## Results and discussion: diamond silicon under two axial strains

One cubic term in the strain energy tilts the whole map: when the other two cube axes move half as far the opposite way, stretching one axis of silicon costs more than compressing it by the same amount. This asymmetry makes positive second strain the dearer direction when the first strain is zero and the cheaper direction when the first strain is large. It also moves the bottom of the valley from zero to a second strain of about +0.03, as the square of the first strain. The energies are PBE free energies per atom, measured from the relaxed crystal.

Calculated values. Diamond-structure silicon (2-atom cell) in Ansatz 0.2.0: PBE, scalar-relativistic PAW, 420 eV plane-wave cutoff, 8×8×8 k mesh, Gaussian smearing of 0.05 eV, no spin polarisation. The first strain is +e along x and −e along y; the second is +e along z and −e/2 along x and y. Free energies are relative to the relaxed crystal, and symmetry fixes the fractional coordinates.

| second strain | free energy change at first strain -0.11 (meV an atom) | free energy change at first strain -0.0825 (meV an atom) | free energy change at first strain -0.0275 (meV an atom) | free energy change at first strain 0 (meV an atom) | free energy change at first strain 0.055 (meV an atom) | free energy change at first strain 0.0825 (meV an atom) | free energy change at first strain 0.11 (meV an atom) |
| --- | --- | --- | --- | --- | --- | --- | --- |
| -0.07000 | 213.6 | 140.5 | 51.7 | 40.4 | 85.4 | 140.5 | 213.6 |
| -0.05250 | 189.3 | 119.5 | 34.3 | 23.4 | 66.8 | 119.5 | 189.3 |
| -0.03500 | 167.5 | 102.0 | 21.2 | 10.8 | 52.2 | 102.0 | 167.5 |
| -0.01750 | 150.0 | 88.8 | 12.6 | 2.8 | 41.8 | 88.8 | 150.0 |
| 0.00000 | 137.6 | 80.8 | 9.3 | 0.0 | 36.6 | 80.8 | 137.6 |
| 0.01750 | 130.6 | 78.2 | 11.6 | 2.9 | 37.0 | 78.2 | 130.6 |
| 0.03500 | 129.2 | 81.0 | 19.7 | 11.7 | 43.2 | 81.0 | 129.2 |
| 0.05250 | 133.9 | 89.3 | 34.0 | 26.9 | 55.5 | 89.3 | 133.9 |
| 0.07000 | 144.4 | 103.6 | 54.7 | 48.5 | 73.9 | 103.6 | 144.4 |

### What the two strains do

Call the first strain a and the second strain b. The first lengthens x by a and shortens y by a; the second lengthens z by b and shortens x and y by b/2 each. The three cube axes therefore carry

eₓ = a − b/2, e_y = −a − b/2, e_z = b,

which sum to zero, and the cell edges are taken to scale as 1 + e. Changing the sign of a only swaps x and y, so the columns at positive a are mirror copies of runs at negative a, and their equality with the left-hand columns tests nothing. Symmetry fixes the fractional coordinates of both atoms under these axial strains, whereas a shear would leave them free to relax.

### Three rows

The rows at b = −0.07, 0 and +0.07 hold the pattern. At a = 0 the +0.07 row lies above the −0.07 row, 48.5 against 40.4 meV. At the largest first strain the order is reversed and the difference is far larger, 144.4 against 213.6 meV. Since the x–y mirror rules out a term in a·b, an energy quadratic in the strains is the same at +b and −b in every column, so both differences come from a higher order.

The same fact shows in the price of adding a first strain of 0.11 to a given row. It is 173.2 meV in the −0.07 row, 137.6 meV in the middle row and 95.9 meV in the +0.07 row, and it falls at every step between. The crystal becomes softer against a when z is stretched and stiffer when z is compressed.

### The form that cubic symmetry allows

The energy must be unchanged when x, y and z are permuted. For three strains that sum to zero, two combinations generate every such function:

Q = eₓ² + e_y² + e_z² = 2a² + 1.5 b²

P = eₓ e_y e_z = b³/4 − a² b

Up to fourth order this leaves E = A Q + B P + C Q². The constant A is V(C₁₁ − C₁₂)/2, with V the volume per atom and C₁₁ − C₁₂ the stiffness against this kind of shape change. No term in a·b appears, since the mirror a → −a forbids it, so the lowest coupling between the two strains is the −a²b inside P.

Symmetry requires one A for both directions, and the table keeps to it. The middle row at the smallest first strain gives C₁₁ − C₁₂ = 96.3 GPa, and the mean of the two points at b = ±0.035 and a = 0 gives 95.9 GPa. The measured value is roughly 100 GPa, a recalled figure, so the level of theory is near the right stiffness at small strain.

The single constant B must then account for both asymmetries, with opposite signs. At a = 0 only b³/4 survives, and a positive B penalises positive b. Once |a| exceeds |b|/2 the term −a²b wins and positive b is favoured. In the middle row P vanishes for every a, because z is unstrained, which makes that row a clean view of the even terms.

### One axis at a time

For strains that sum to zero, eₓ³ + e_y³ + e_z³ = 3P. The first two terms can then be written as a sum over the axes, each contributing A e² + (B/3) e³. Each axis acts as a spring that stiffens when stretched and softens when compressed. This is a rewriting of the symmetry result that holds on this plane of strains, not a claim that the axes are independent in general.

The drift of the valley follows from the forces on these springs, 2A e + B e². With a applied and b = 0, the harmonic forces on x and y are equal and opposite, and they leave b alone. The parts B e² have the same sign, so both x and y are pushed to shrink, while the unstrained z feels no such push. Shrinking x and y together while z grows is positive b: it relieves the stiffened, stretched axis and loads the softened, compressed one. Setting dE/db = 3A b − B a² to zero gives b* ≈ B a²/(3A).

The corners of the table are the a = 0 asymmetry seen along other axes. At a = +0.11 the −0.07 row has (eₓ, e_y, e_z) = (+0.145, −0.075, −0.07), nearly a pure stretch of x, and it is the dear corner. The +0.07 row has the same magnitudes with reversed signs, nearly a pure compression of y, and it is the cheap corner. In both columns the dear point is the one with a single long axis, and only the name of that axis has changed from z to x.

The grid shows this permutation almost point for point. Cubic symmetry requires it, so the agreement checks the consistency of the runs and not the expansion. The point a = 0.055, b = −0.035 is almost a pure stretch of x, slightly larger than the z stretch at a = 0 in the +0.07 row, with Q greater by the factor 1.073. Scaling that row's 48.5 meV by this factor gives 52.0 meV, and the table has 52.2. The compressed counterpart agrees as closely, 43.4 against 43.2 meV.

### An estimate worked from the column a = 0

Both constants can be read from the column a = 0. The mean of the energies at ±b isolates A, and their difference isolates B:

A = ½ (11.7 + 10.8) / (1.5 × 0.035²) = 11.25 / 0.0018375 ≈ 6120 meV

B = (48.5 − 40.4) / (2 × 0.07³/4) = 8.1 / 0.0001715 ≈ 47 200 meV

These two numbers predict the column at |a| = 0.11, which did not enter them:

b* = 47 200 × 0.11² / (3 × 6120) ≈ 0.031

E(+0.07) − E(−0.07) = 2 × 47 200 × (0.07³/4 − 0.11² × 0.07) ≈ −72 meV

A quartic polynomial fitted to the nine points of that column has its minimum at 0.030, and the tabulated difference is −69.2 meV, so the second estimate is 4 % too large relative to the table. An asymmetry of 8 meV along one line thus predicts, with the right reversed sign, one more than eight times larger elsewhere. The minima of the four columns with a nonzero |a|, located the same way, follow |a| to the power 2.0 in a log–log straight-line fit.

### The column that changes sides

The column at a = −0.0275 looks irregular, because its asymmetry reverses along the rows. At b = ±0.035 the positive side is cheaper, 19.7 against 21.2 meV, while at ±0.07 it is dearer, 54.7 against 51.7 meV. The sign change of P at |b| = 2|a| accounts for this, since the column crosses that line within the range of the table.

The crossing lies at |b| = 0.055, just beyond the rows at ±0.0525. There P is almost zero and the two energies nearly coincide, 34.0 against 34.3 meV. In the columns of larger |a| the crossing lies outside the table, and positive b is cheaper in every pair of rows.

### Where the cubic term comes from

Symmetry permits B but fixes neither its sign nor its size. Geometry narrows the source. Every bond points along a cube diagonal, so its squared length is proportional to 3 + 2Σe + Q, and with Σe = 0 all four bonds lengthen by Q/6. That is the same 0.12 % at b = +0.07 and −0.07, so bond stretching cannot tell the two signs of b apart. B therefore belongs to the change of bond angles, and so does A if the bonds carry no tension at rest.

The angles respond unevenly. Stretching z by 0.07 closes two of the six angles at each atom from the tetrahedral value to 103.8° and opens the other four by about half as much, to 112.4°. Compressing z opens two angles to 115.1° and closes four gently. A positive B means that the pattern with two strongly closed angles costs more than the pattern with two strongly opened ones.

Part of B is plain geometry. With cos θ_z = 2Z²/(X² + Y² + Z²) − 1 for edge lengths X, Y and Z, the deviation cos θ_z + 1/3 is about (2/3)(2e_z + e_z² − Q/3). Squaring and summing over the axes gives a quantity proportional to Q + 3P, so a spring harmonic in cos θ has B/A = 3, and the same expansion for a spring harmonic in θ gives 1.5. The fit to the whole table requires about 7.5 and the innermost points about 6.8, so in the strain measure used here these springs give the right sign and roughly a fifth to two fifths of the size.

How much is called geometric depends on the measure of strain. Rewritten in Lagrangian strain, e + e²/2, the cubic constant fitted to the whole table falls by 3A to about 28 eV; in logarithmic strain it rises by 3A to about 65 eV. It is positive in all three measures. The same change to Lagrangian strain leaves the spring in cos θ with no cubic constant and gives the spring in θ a negative one, so the share credited to the springs depends on the measure, and in each measure something beyond them is needed. A plausible source of the remainder is repulsion between second neighbours, which are drawn together when the angle between two bonds closes; this is a guess that the energies alone do not test.

### Quality of the expansion and where it fails

An unweighted linear least-squares fit to the 45 independent points, five values of |a| in nine rows, gives A = 6.15 eV, B = 46 eV and C = −16 eV per atom. The rows worked above are part of this fit. Estimates of B from single pairs of rows and from the energy gradients of the same runs at b = 0 spread from 42 to 48 eV. The spread is not random: the low values come from the smallest strains, so the fitted 46 eV is an effective constant for the whole range.

The root-mean-square misfit shows what each term does. It is 12 meV with A alone, 1.85 meV once B is added and 0.55 meV with C. Rounding contributes only 0.03 meV, so the remainder is not rounding, and it sits mostly in the two columns of largest |a|. The one-constant angle springs leave 7.65 meV (harmonic in cos θ) and 9.91 meV (harmonic in θ), better than the harmonic bowl but far from the fit with a free B.

The negative C describes a softening that the middle row shows without any fit. Relative to the harmonic extrapolation from the smallest first strain, the energy is about 2 % low at 0.055, 3 % low at 0.0825 and 7 % low at 0.11. The constant gathers every fourth-order effect, including the loss of 1.2 % in volume at the end of that row, an effect of order 1 meV, and it has no single physical meaning.

The expansion fails most clearly in the column at |a| = 0.11. It lies 1.7 meV above the table in the middle row and 1.6 meV below it in the +0.07 row, so the real column is more strongly curved than the model. Symmetry allows no other fourth-order term, so what is missing is either of higher order or not smooth at all. Adding QP, Q³ and P² to the fit lowers the misfit to 0.15 meV, but it also moves B up to 48 eV, away from its small-strain value, so the better fit does not show that the series is converging. Without them the three-term model puts the valley at 0.033, further from the table than the leading-order formula, whose closer agreement arises because the terms it drops act in opposite directions.

The band gap closes on part of the map, and that is where a smooth low-order expansion has least claim to hold. That the closing causes the softening or the misfit at large |a| is an untested guess. If it does, the size of those features would depend on the k mesh and the smearing, and PBE, which underestimates the gap of silicon, may close it at too small a strain. The cubic term is already visible at the smallest strains. There the unrounded energies at a = 0 and b = ±0.0175 and ±0.035 and the gradient at |a| = 0.0275 all give 42 eV, the best estimate of the true third-order constant. Along a = 0 the estimate rises to 47 or 48 eV by b = ±0.0525, and at larger strains it shows no steady drift with |a|; whether this step marks the closing of the gap is not tested.

### Size of the effect at working strains

Two rules follow from B/A, which is about 6.8 at the smallest strains and 7.5 over the whole table. Along the second strain alone the cubic term is (B/A) b/6 of the harmonic energy, 1.1 b at small strain and 1.25 b over the whole range, about 1 % at 1 % strain and 9 % at the edge of the table. The valley lies at b* ≈ 2.3 a² at small strain and 2.5 a² further out, which is a few parts in ten thousand at 1 % first strain. Linear elasticity therefore serves at the percent level of strain, and the correction grows in proportion to strain for the energy and as its square for the induced change of shape.

Letting b follow the valley saves little energy even at the extreme: 137.6 falls to 129.2 meV at the best tabulated row, 6 % of the starting value. This saving is for strains held to a zero sum, and a crystal free to change its volume would relax a little further. For another cubic crystal in which every permutation of x, y and z is a symmetry, the invariants Q and P, the a² valley and the sign change at |b| = 2|a| carry over, as long as the expansion holds. Cubic crystals with only the cyclic permutations, such as pyrite, allow a further third-order term. In both kinds the direction of the drift at small strain follows from one comparison, whether stretching or compressing a single cube axis costs more when the other two move half as far the opposite way.
